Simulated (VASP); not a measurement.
Write the native input for VASP 6.6.1 that does the following.

| Property | Result |
| --- | --- |
| Task | single point |
| Functional | PBE0(alpha) |
| Potentials or basis | VASP PAW PBE potentials, release 64 (As, Ga_d) |
| Cutoff | 520 eV |
| k mesh | 4 × 4 × 4 |
| Occupations | fermi-dirac, width 0.05 eV |
| Spin | no spin polarisation |
| Share of exact exchange | 0.05 |
| Grid for exact exchange (PRECFOCK) | Fast |
| Exchange at q = 0 | truncated |
| Further INCAR settings | ALGO = Normal; EDIFF = 1e-06; NBANDS = 16 |

Crystal: GaAs.

```
As Ga
1.0
     0.00000    2.82685    2.82685
     2.82685    0.00000    2.82685
     2.82685    2.82685    0.00000
As Ga
1 1
Direct
  0.75000 0.75000 0.75000
  0.00000 0.00000 0.00000
```

The input as run:

POSCAR

```
GaAs
1.0
    0.0000000000      2.8268500000      2.8268500000
    2.8268500000      0.0000000000      2.8268500000
    2.8268500000      2.8268500000      0.0000000000
As Ga
1 1
Direct
    0.7500000000      0.7500000000      0.7500000000
    0.0000000000      0.0000000000      0.0000000000
```

INCAR.step1

```
SYSTEM = GaAs
ALGO = Normal
EDIFF = 1E-5
ENCUT = 520
GGA = PE
ISIF = 2
ISMEAR = -1
LASPH = .TRUE.
LCHARG = .FALSE.
LREAL = .FALSE.
LWAVE = .TRUE.
NBANDS = 16
NELM = 80
PREC = Accurate
SIGMA = 0.05
```

INCAR.step2

```
SYSTEM = GaAs
AEXX = 0.05
ALGO = Normal
EDIFF = 1E-6
ENCUT = 520
GGA = PE
HFRCUT = -1
ISIF = 2
ISMEAR = -1
ISTART = 1
LASPH = .TRUE.
LCHARG = .FALSE.
LHFCALC = .TRUE.
LREAL = .FALSE.
LWAVE = .FALSE.
NBANDS = 16
NELM = 80
PREC = Accurate
PRECFOCK = Fast
SIGMA = 0.05
```

KPOINTS

```
k-points
0
G
  4 4 4
  0 0 0
```

Potentials or basis: VASP PAW PBE potentials, release 64 (As, Ga_d).

The run is started by

```bash
$ cat potpaw_PBE.64/As/POTCAR potpaw_PBE.64/Ga_d/POTCAR > POTCAR
$ cp INCAR.step1 INCAR
$ mpirun -np 1 vasp_std > vasp.out
$ cp INCAR.step2 INCAR
$ mpirun -np 1 vasp_std > vasp.out
```

It gave:

```
Pressure               : 3.2 GPa
Band gap on the k mesh : 0.82 eV, direct
```

Caveat: the k mesh is coarse (spacing up to 0.48 Å⁻¹), so the values aren't converged, least of all with exact exchange; the PAW data sets were made with another functional, which shifts forces and pressure a little.

Run time: 3.3 min on 1 thread of Intel(R) Xeon(R) Platinum 8259CL CPU @ 2.50GHz (Skylake/Cascade Lake), with other jobs on the host, peak memory 0.17 GiB.
